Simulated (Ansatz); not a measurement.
The system is TiO2.

```xyz
12
Lattice="4.8127 0.0000 0.0000 0.0000 4.8719 0.0000 -0.8629 0.0000 4.9666" Properties=species:S:1:pos:R:3 pbc="T T T"
Ti    1.1513    0.2573    1.0586
Ti    3.2300    2.6932    1.4247
Ti    2.7985    4.6146    3.9080
Ti    0.7198    2.1787    3.5419
O    -0.4276    0.8622    4.2293
O     3.9459    3.2981    3.2206
O     4.3774    4.0097    0.7373
O     0.0039    1.5738    1.7460
O     1.7406    3.6911    2.3183
O     2.6406    1.2552    0.1650
O     2.2092    1.1808    2.6483
O     1.3092    3.6167    4.8016
```

The cell comes from a database or a generator and needn't be the stable form of this composition.

- Program: Ansatz 0.2.0
- Task: relaxation of cell and atoms
- Functional: PBE
- Potentials or basis: Ansatz PAW
- Cutoff: 420 eV (not typed: the program's choice for these potentials)
- k mesh: 5 × 5 × 5
- Occupations: fermi-dirac, width 0.05 eV
- Spin: no spin polarisation

At the start: volume 9.70 Å³/atom.

Problem. How do energy, volume and symmetry change on relaxing?

Solution. It ends after 10 steps and the volume is 9.96 Å³/atom (+2.7 %); space group P2_1/c (No. 14, to 0.05 Å).

The path:
| step | energy change (eV) | largest force (eV/Å) | volume (Å³) |
| --- | --- | --- | --- |
| 1 | 0.0000 | 0.1221 | 116.45 |
| 2 | -0.0181 | 0.1183 | 117.90 |
| 3 | -0.0197 | 0.0976 | 118.59 |
| 4 | -0.0205 | 0.1234 | 118.77 |
| 5 | -0.0228 | 0.0827 | 119.17 |
| 6 | -0.0254 | 0.0175 | 119.27 |
| 7 | -0.0251 | 0.0095 | 119.34 |
| 8 | -0.0419 | 0.0093 | 119.34 |
| 9 | -0.0410 | 0.0033 | 119.58 |
| 10 | -0.0422 | 0.0034 | 119.58 |

Final structure:
```
CELL_PARAMETERS angstrom
4.85464 0.00000 -0.01888
0.00000 4.90465 0.00000
-0.88989 0.00000 5.02551
ATOMIC_POSITIONS crystal
Ti 0.27567 0.05814 0.21745
Ti 0.72433 0.55814 0.28255
Ti 0.72433 0.94186 0.78255
Ti 0.27567 0.44186 0.71745
O 0.06078 0.18129 0.85655
O 0.93922 0.68129 0.64345
O 0.93922 0.81871 0.14345
O 0.06078 0.31871 0.35655
O 0.44998 0.75864 0.45600
O 0.55002 0.25864 0.04400
O 0.55002 0.24136 0.54400
O 0.44998 0.74136 0.95600
```

Caveat: the plane-wave basis is chosen anew once the cell has moved, so the energies of steps on either side of that aren't comparable; the pressure holds a Pulay correction of +0.8 GPa for the finite cutoff.
